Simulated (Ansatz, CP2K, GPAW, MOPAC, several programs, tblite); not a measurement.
# AgI from cheap methods to r2SCAN

Aim: run AgI through methods of unlike cost and see what each gets, and at what price.

Method: no spin polarisation, static lattice; gaps from single points on the cell relaxed beforehand with r²SCAN, in MOPAC, tblite, CP2K, Ansatz, GPAW (versions at each run).

**1. The starting structure**

It takes space group F-43m (No. 216, cubic). The conventional cell has a = 6.577 Å, b = 6.577 Å, c = 6.577 Å, α = 90.00°, β = 90.00°, γ = 90.00°. Around Ag (site symmetry -43m) lie 4 I at 2.85 Å. I (site symmetry -43m) is surrounded by 4 Ag at 2.85 Å.

As a file:

```
Ag I
1.0
    -2.32432    2.32432    3.29075
     2.32432   -2.32432    3.29075
     2.32432    2.32432   -3.29075
Ag I
1 1
Cartesian
  2.3243 0.0000 1.6454
  0.0000 0.0000 0.0000
```

The structure type (database structure) is imposed and need not be the compound's stable one.

**Question.** The methods are PM6, PM7, GFN1-xTB (tblite), GFN2-xTB (tblite), PBE/DZVP, PBE/SZV, coarse PBE, GLLB-SC, PBE, r2SCAN. What gap does r2SCAN give on this cell, and which other methods (full PBE left aside) come nearest to r2SCAN and farthest in gap, volume and bulk modulus?

| quantity | value |
| --- | --- |
| r2SCAN | gap 1.82 eV, 35.56 Å³/atom, B₀ 29 GPa |
| gap: nearest and farthest of the other methods | PBE/SZV (-0.12 eV), GFN2-xTB (tblite) (+3.62 eV) |
| volume: nearest and farthest of the other methods | PM7 (-2.2 %), GFN2-xTB (tblite) (+7.1 %) |
| bulk modulus: nearest and farthest of the other methods | PBE/DZVP (-14 %), PM7 (+104 %) |

In words: For the gap, of the 7 methods compared (full PBE left aside), PBE/SZV comes nearest to r2SCAN and GFN2-xTB (tblite) is farthest. For the volume, of the 4 methods compared (full PBE left aside), PM7 comes nearest to r2SCAN and GFN2-xTB (tblite) is farthest. For the bulk modulus, of the 4 methods compared (full PBE left aside), PBE/DZVP comes nearest to r2SCAN and PM7 is farthest. A minimal basis or a coarse cutoff and mesh shifts results by its own error, so closeness to r2SCAN can be chance. Cluster runs see only the k-points that fold onto the zone centre, so their gaps can miss the band edges. GLLB-SC is compared with its derivative discontinuity added. PM6 ended in an unphysical state and is left out of the comparison. No volume is given for PBE/SZV, coarse PBE, which can hide a larger miss. CPU times run from 1 s (GFN1-xTB (tblite)) to 28 s (PM6). On this cell PM6 cost more than r2SCAN itself (22 s), so it is no saving here. A cluster method computes far more atoms than the primitive cell, so on a small crystal it can cost more than plane waves. r2SCAN is a yardstick, not the truth: it usually gives gaps below the measured ones. Spin-orbit coupling is left out throughout.
